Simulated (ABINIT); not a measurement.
# Ni (P6_3/mmc) in ABINIT: reference runs

Aim: a first look at Ni with PBEsol, on the cell as given.

Everything below comes from runs of ABINIT 10.8.3 (patched build). Logs are shortened: lines on timing, memory, paths and dates and some standing lists are left out, and cuts for length are marked. The log counts tension as positive stress, the text compression.

## 1. Starting point

Symmetry: P6_3/mmc, No. 194, hexagonal system. Conventional cell: a = 2.448 Å, b = 2.448 Å, c = 4.073 Å, α = 90.00°, β = 90.00°, γ = 120.00°. Ni (site symmetry -6m2) has 12 Ni at 2.45 to 2.48 Å as nearest neighbours.

This isn't the form of Ni at room conditions, which is fcc.

## 2. Single point, PBEsol, collinear spin, ferromagnetic start

Contents of run.abi:

```
# Pseudopotentials
pp_dirpath "./"
pseudos "Ni.GGA_PBE-JTH.xml"

# Structure
acell 3*1.0
rprim
     4.6260928237     0.0000000000     0.0000000000
    -2.3130464118     4.0063139057     0.0000000000
     0.0000000000     0.0000000000     7.6964908656
ntypat 1
znucl 28
natom 2
typat 1 1
xcart
     1.2240114490     0.7066833395     3.0546056775
    -0.0000000001     1.4133666791     1.0182018925 Angstrom

# Plane-wave basis
ecut 41.0
pawecutdg 63.0
pawxcdev 0

# k points
kptopt 1
ngkpt 12 12 7
nshiftk 1
shiftk 0.0 0.0 0.0

# Exchange and correlation
ixc -116133

# Bands and occupations
nband 23
occopt 3
tsmear 0.00183747

# Spin
nsppol 2
spinat
     0.0000000000     0.0000000000     1.0000000000
     0.0000000000     0.0000000000     1.0000000000

# SCF cycle
nstep 100
tolvrs 1.0e-9

# Output
iomode 3
prtwf 0
prtden 0
prteig 0
prtebands 0
enunit 1
```

Potentials or basis: JTH PAW PBE v2.0.

Run with:

```
$ abinit run.abi > log 2>&1
```

run.abo:

```text
.Version 10.8.3 of ABINIT
 Symmetries : space group P6_3/m m c (#194); Bravais hP (primitive hexag.)
================================================================================
 Values of the parameters that define the memory need of the present run
     intxc =       0    ionmov =       0      iscf =      17    lmnmax =      18
     lnmax =       6     mgfft =      48  mpssoang =       3    mqgrid =    3001
     natom =       2  nloc_mem =       2    nspden =       2   nspinor =       1
    nsppol =       2      nsym =      24    n1xccc =       1    ntypat =       1
    occopt =       3   xclevel =       2
       mpw =        1822          nfft =       43200          nkpt =          76
 PAW method is used; the additional fine FFT grid is defined by:
   mgfftf=        60    nfftf =     77760
================================================================================
================================================================================

--------------------------------------------------------------------------------
------------- Echo of variables that govern the present computation ------------
--------------------------------------------------------------------------------
 -outvars: echo values of preprocessed input variables --------
            acell      1.0000000000E+00  1.0000000000E+00  1.0000000000E+00 Bohr
              amu      5.86900000E+01
             ecut      4.10000000E+01 Hartree
           enunit           1
                       outvar_i_n : Printing only first  50 k-points.
              ixc     -116133
                       outvar_i_n : Printing only first  50 k-points.
         kptrlatt       12    0    0      0   12    0      0    0    7
          kptrlen      5.38754361E+01
            natom           2
            nband          23
            ngfft          30      30      48
          ngfftdg          36      36      60
             nkpt          76
           nspden           2
           nsppol           2
            nstep         100
             nsym          24
           ntypat           1
                       prtocc : prtvol=0, do not print more k-points.
                       1.000000  1.000000  1.000000  1.000000  1.000000  1.000000
                       1.000000  1.000000  1.000000  1.000000  1.000000  1.000000
                       1.000000  1.000000  1.000000  1.000000  1.000000  1.000000
                       0.000000  0.000000  0.000000  0.000000  0.000000
                       1.000000  1.000000  1.000000  1.000000  1.000000  1.000000
                       1.000000  1.000000  1.000000  1.000000  1.000000  1.000000
                       1.000000  1.000000  1.000000  1.000000  1.000000  1.000000
                       0.000000  0.000000  0.000000  0.000000  0.000000
                       1.000000  1.000000  1.000000  1.000000  1.000000  1.000000
                       1.000000  1.000000  1.000000  1.000000  1.000000  1.000000
                       1.000000  1.000000  1.000000  1.000000  1.000000  1.000000
                       0.000000  0.000000  0.000000  0.000000  0.000000
                       1.000000  1.000000  1.000000  1.000000  1.000000  1.000000
                       1.000000  1.000000  1.000000  1.000000  1.000000  1.000000
                       1.000000  1.000000  1.000000  1.000000  1.000000  1.000000
                       0.000000  0.000000  0.000000  0.000000  0.000000
                       1.000000  1.000000  1.000000  1.000000  1.000000  1.000000
[... 168 lines left out ...]
                       1.000000  1.000000  1.000000  1.000000  1.000000  1.000000
                       1.000000  1.000000  1.000000  1.000000  1.000000  1.000000
                       0.000000  0.000000  0.000000  0.000000  0.000000
                       1.000000  1.000000  1.000000  1.000000  1.000000  1.000000
                       1.000000  1.000000  1.000000  1.000000  1.000000  1.000000
                       1.000000  1.000000  1.000000  1.000000  1.000000  1.000000
                       0.000000  0.000000  0.000000  0.000000  0.000000
                       1.000000  1.000000  1.000000  1.000000  1.000000  1.000000
                       1.000000  1.000000  1.000000  1.000000  1.000000  1.000000
                       1.000000  1.000000  1.000000  1.000000  1.000000  1.000000
                       0.000000  0.000000  0.000000  0.000000  0.000000
                       1.000000  1.000000  1.000000  1.000000  1.000000  1.000000
                       1.000000  1.000000  1.000000  1.000000  1.000000  1.000000
                       1.000000  1.000000  1.000000  1.000000  1.000000  1.000000
                       0.000000  0.000000  0.000000  0.000000  0.000000
                       prtocc : prtvol=0, do not print more k-points.
           occopt           3
        pawecutdg      6.30000000E+01 Hartree
         pawxcdev           0
           prtden           0
        prtebands           0
           prteig           0
            prtwf           0
            rprim      4.6260928237E+00  0.0000000000E+00  0.0000000000E+00
                      -2.3130464118E+00  4.0063139057E+00  0.0000000000E+00
                       0.0000000000E+00  0.0000000000E+00  7.6964908656E+00
          spgroup         194
           spinat      0.0000000000E+00  0.0000000000E+00  1.0000000000E+00
                       0.0000000000E+00  0.0000000000E+00  1.0000000000E+00
           tolvrs      1.00000000E-09
           tsmear      1.83747000E-03 Hartree
            typat      1  1
           useylm           1
                       outvars : Printing only first  50 k-points.
           xangst      1.2240114485E+00  7.0668333977E-01  3.0546056768E+00
                       4.1361401160E-10  1.4133666788E+00  1.0182018932E+00
            xcart      2.3130464126E+00  1.3354379699E+00  5.7723681518E+00
                       7.8161720376E-10  2.6708759385E+00  1.9241227190E+00
             xred      6.6666666700E-01  3.3333333367E-01  7.5000000034E-01
                       3.3333333366E-01  6.6666666700E-01  2.5000000034E-01
            znucl       28.00000

================================================================================

 chkinp: Checking input parameters for consistency.

[... 64 lines left out ...]

 At SCF step   15       nres2   =  6.27E-11 < tolvrs=  1.00E-09 =>converged.

 Cartesian components of stress tensor (hartree/bohr^3)
  sigma(1 1)=  2.78845201E-05  sigma(3 2)=  0.00000000E+00
  sigma(2 2)=  2.78845158E-05  sigma(3 1)=  0.00000000E+00
  sigma(3 3)=  1.63478064E-04  sigma(2 1)= -9.71559948E-13

--- !ResultsGS
iteration_state: {dtset: 1, }
comment   : Summary of ground state results
lattice_vectors:
- [  4.6260928,   0.0000000,   0.0000000, ]
- [ -2.3130464,   4.0063139,   0.0000000, ]
- [  0.0000000,   0.0000000,   7.6964909, ]
lattice_lengths: [   4.62609,    4.62609,    7.69649, ]
lattice_angles: [ 90.000,  90.000, 120.000, ] # degrees, (23, 13, 12)
lattice_volume:   1.4264353E+02
convergence: {deltae: -7.390E-13, res2:  6.271E-11, residm:  5.880E-04, diffor: null, }
etotal    :  -3.41535167E+02
entropy   :   0.00000000E+00
fermie    :   4.35493493E-01
cartesian_stress_tensor: # hartree/bohr^3
- [  2.78845201E-05,  -9.71559948E-13,   0.00000000E+00, ]
- [ -9.71559948E-13,   2.78845158E-05,   0.00000000E+00, ]
- [  0.00000000E+00,   0.00000000E+00,   1.63478064E-04, ]
pressure_GPa:  -2.1502E+00
xred      :
- [  6.6667E-01,   3.3333E-01,   7.5000E-01, Ni]
- [  3.3333E-01,   6.6667E-01,   2.5000E-01, Ni]
cartesian_forces: # hartree/bohr
- [  2.91028015E-28,   1.68025103E-28,  -0.00000000E+00, ]
- [ -2.91028015E-28,  -1.68025103E-28,  -0.00000000E+00, ]
force_length_stats: {min:   3.36050206E-28, max:   3.36050206E-28, mean:   3.36050206E-28, }
...

 Integrated electronic and magnetization densities in atomic spheres:
 ------------------------------------------------------------------------------------------------------------
 Radius=ratsph(iatom), smearing ratsm=  0.0000. Diff(up-dn)=approximate z local magnetic moment.
    Atom    Radius    up_density   dn_density  Total(up+dn)  Diff(up-dn)
    1 Ni   1.81432     8.266377     7.579653     15.846030     0.686724
    2 Ni   1.81432     8.266377     7.579653     15.846030     0.686724
 ------------------------------------------------------------------------------------------------------------
  Sum:                16.532754    15.159307     31.692061     1.373448
 Total magnetization (from the atomic spheres):                1.373448
 Total magnetization (exact up - dn):                          1.298200

================================================================================

 ----iterations are completed or convergence reached----

 Mean square residual over all n,k,spin=   41.447E-08; max=  58.798E-05
 reduced coordinates (array xred) for    2 atoms
       0.666666666996      0.333333333668      0.750000000339
       0.333333333662      0.666666667001      0.250000000339
 rms dE/dt=  1.0075E-27; max dE/dt=  1.0771E-27; dE/dt below (all hartree)
    1      -0.000000000000      0.000000000000      0.000000000000
    2       0.000000000000      0.000000000000      0.000000000000

 cartesian coordinates (angstrom) at end:
    1      1.22401144848639     0.70668333976967     3.05460567680890
    2      0.00000000041361     1.41336667883033     1.01820189319110

 cartesian forces (hartree/bohr) at end:
    1      0.00000000000000     0.00000000000000    -0.00000000000000
    2     -0.00000000000000    -0.00000000000000    -0.00000000000000
 frms,max,avg= 1.9401868E-28 2.9102801E-28   0.000E+00  0.000E+00  0.000E+00 h/b

 cartesian forces (eV/Angstrom) at end:
    1      0.00000000000000     0.00000000000000    -0.00000000000000
    2     -0.00000000000000    -0.00000000000000    -0.00000000000000
 frms,max,avg= 9.9768415E-27 1.4965262E-26   0.000E+00  0.000E+00  0.000E+00 e/A
 length scales=  1.000000000000  1.000000000000  1.000000000000 bohr
              =  0.529177210544  0.529177210544  0.529177210544 angstroms
 Fermi (or HOMO) energy (eV) =  11.85038   Average Vxc (eV)= -13.61984
 Eigenvalues (   eV  ) for nkpt=  76  k points, SPIN UP:
 kpt#   1, nband= 23, wtk=  0.00099, kpt=  0.0000  0.0000  0.0000 (reduced coord)
 -91.59837  -91.56256  -52.19235  -52.02576  -52.02576  -51.99420  -51.99420  -51.95929
   2.42944    6.71270    9.22376    9.38736    9.38736    9.65534    9.65534   10.17087
  10.17087   11.11706   11.11706   11.16766   17.34113   34.68514   36.92086
 prteigrs : prtvol=0 or 1, do not print more k-points.

 Eigenvalues (   eV  ) for nkpt=  76  k points, SPIN DOWN:
 kpt#   1, nband= 23, wtk=  0.00099, kpt=  0.0000  0.0000  0.0000 (reduced coord)
 -90.75165  -90.71470  -51.38508  -51.19034  -51.19034  -51.15773  -51.15773  -51.14348
   2.42045    7.11815    9.93945   10.08508   10.08508   10.37247   10.37247   10.85998
  10.85998   11.13838   11.84877   11.84877   17.78505   34.58694   36.89975
 prteigrs : prtvol=0 or 1, do not print more k-points.

--- !EnergyTerms
iteration_state     : {dtset: 1, }
comment             : Components of total free energy in Hartree
kinetic             :  5.78414106767129E+01
hartree             :  7.86182046488525E+01
xc                  : -1.31981454801210E+01
Ewald energy        : -2.25636198884234E+02
psp_core            :  1.11006928334117E+01
local_psp           : -2.38664088183028E+02
PAW spherical_terms : -1.15957667134534E+01
internal            : -3.41533891101859E+02
'-kT*entropy'       : -1.27528652311593E-03
total_energy        : -3.41535166388382E+02
total_energy_eV     : -9.29364532917966E+03
...

--- !EnergyTermsDC
iteration_state     : {dtset: 1, }
comment             : '"Double-counting" decomposition of free energy'
band_energy         : -2.92724110543565E+01
Ewald energy        : -2.25636198884234E+02
psp_core            :  1.11006928334117E+01
xc_dc               : -7.45571895921045E+01
PAW spherical_terms : -2.31687849999674E+01
internal            : -3.41533891697250E+02
'-kT*entropy'       : -1.27528652311593E-03
total_energy_dc     : -3.41535166983773E+02
total_energy_dc_eV  : -9.29364534538108E+03
...

--- !EnergyTermsWithPAWCore
iteration_state     : {dtset: 1, }
comment             : 'Components of total free energy, including PAW core contributions'
Total energy        : -3.03903757755848E+03
Total energy DC     : -3.03903757815387E+03
Total energy (eV)   : -8.26964253389942E+04
Total energy DC (eV): -8.26964253551957E+04
...

 Cartesian components of stress tensor (hartree/bohr^3)
  sigma(1 1)=  2.78845201E-05  sigma(3 2)=  0.00000000E+00
  sigma(2 2)=  2.78845158E-05  sigma(3 1)=  0.00000000E+00
  sigma(3 3)=  1.63478064E-04  sigma(2 1)= -9.71559948E-13

-Cartesian components of stress tensor (GPa)         [Pressure= -2.1502E+00 GPa]
- sigma(1 1)=  8.20390905E-01  sigma(3 2)=  0.00000000E+00
- sigma(2 2)=  8.20390778E-01  sigma(3 1)=  0.00000000E+00
- sigma(3 3)=  4.80969069E+00  sigma(2 1)= -2.85842805E-08

== END DATASET(S) ==============================================================
================================================================================

 -outvars: echo values of variables after computation  --------
            acell      1.0000000000E+00  1.0000000000E+00  1.0000000000E+00 Bohr
           etotal     -3.4153516698E+02
            fcart      2.9102801498E-28  1.6802510278E-28 -0.0000000000E+00
                      -2.9102801498E-28 -1.6802510278E-28 -0.0000000000E+00
            rprim      4.6260928237E+00  0.0000000000E+00  0.0000000000E+00
                      -2.3130464118E+00  4.0063139057E+00  0.0000000000E+00
                       0.0000000000E+00  0.0000000000E+00  7.6964908656E+00
           strten      2.7884520096E-05  2.7884515785E-05  1.6347806393E-04
                       0.0000000000E+00  0.0000000000E+00 -9.7155994820E-13
           xangst      1.2240114485E+00  7.0668333977E-01  3.0546056768E+00
                       4.1361401160E-10  1.4133666788E+00  1.0182018932E+00
             xred      6.6666666700E-01  3.3333333367E-01  7.5000000034E-01
                       3.3333333366E-01  6.6666666700E-01  2.5000000034E-01
 Calculation completed.
```

Run time: 4.7 min. Hardware: 1 thread of Arm Neoverse V1, shared host; peak memory 0.25 GiB.

What came out:

| Item | Value |
| --- | --- |
| Free energy | -9293.6453 eV |
| Pressure | -2.2 GPa |
| Band gap on the k mesh | none (metal or under the smearing width) |
| Net moment | 1.30 μB per cell |
| Site moments | Ni +0.69 μB |
| Valence electrons inside the program's atomic spheres | Ni 15.85 (radii [0.9601] Å) |

Stress tensor (GPa, compression positive):
```
-0.82  0.00  0.00
 0.00 -0.82  0.00
 0.00  0.00 -4.81
```

Caveat: the PAW data sets were made with another functional, which shifts forces and pressure a little.
